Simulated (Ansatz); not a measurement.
The system is Sn.

```
Sn
1.0
    -1.89114    1.89779    1.87320
     1.89711   -1.92154    1.90292
     1.88324    1.91364   -1.89694
Sn
1
Cartesian
  0.0000 0.0000 0.0000
```

This isn't the form of Sn at room conditions, which is tetragonal (white tin).

The cell isn't the ideal one: cell sheared at random, sigma 0.01, atoms nudged by 0.01 Å.

| Item | Value |
| --- | --- |
| Program | Ansatz 0.2.0 |
| Task | relaxation of cell and atoms |
| Functional | PBEsol0 |
| Potentials or basis | Ansatz PAW |
| Cutoff | 420 eV (not typed: the program's choice for these potentials) |
| k mesh | 5 × 5 × 5 |
| Occupations | fermi-dirac, width 0.05 eV |
| Spin | no spin polarisation |

At the start: volume 27.20 Å³/atom.

**Question.** Where does the relaxation end?

**Answer.** It ends after 19 steps and the volume is 26.23 Å³/atom (-3.6 %); space group C2/m (No. 12, to 0.05 Å).

The path:
```
step  energy change (eV)  largest force (eV/Å)  volume (Å³)
   1              0.0000                0.0000        27.20
   2             -0.1232                0.0000        27.25
   3             -0.2225                0.0000        26.34
   4             -0.2243                0.0000        27.26
   5             -0.2271                0.0000        26.46
   6             -0.2386                0.0000        26.34
   7             -0.2453                0.0000        26.42
   8             -0.2553                0.0000        26.42
   9             -0.2624                0.0000        26.26
  10             -0.2678                0.0000        26.32
  11             -0.2747                0.0000        26.42
  12             -0.2906                0.0000        26.58
  13             -0.3142                0.0000        26.57
  14             -0.3286                0.0000        26.33
  15             -0.3328                0.0000        26.40
  16             -0.3332                0.0000        26.32
  17             -0.3333                0.0000        26.23
  18             -0.3333                0.0000        26.23
  19             -0.3338                0.0000        26.23
```

Final structure:
```
Sn
1.0
    -1.52774    2.09343    1.49698
     2.08753   -2.12491    2.08636
     1.49586    2.09548   -1.52607
Sn
1
Cartesian
  0.0000 0.0000 0.0000
```

Caveat: the k mesh is coarse (spacing up to 0.47 Å⁻¹), so the values aren't converged, least of all with exact exchange; the plane-wave basis is chosen anew once the cell has moved, so the energies of steps on either side of that aren't comparable; the PAW data sets come from PBE, with cores solved anew for the run's functional, which leaves a small shift of forces and pressure.
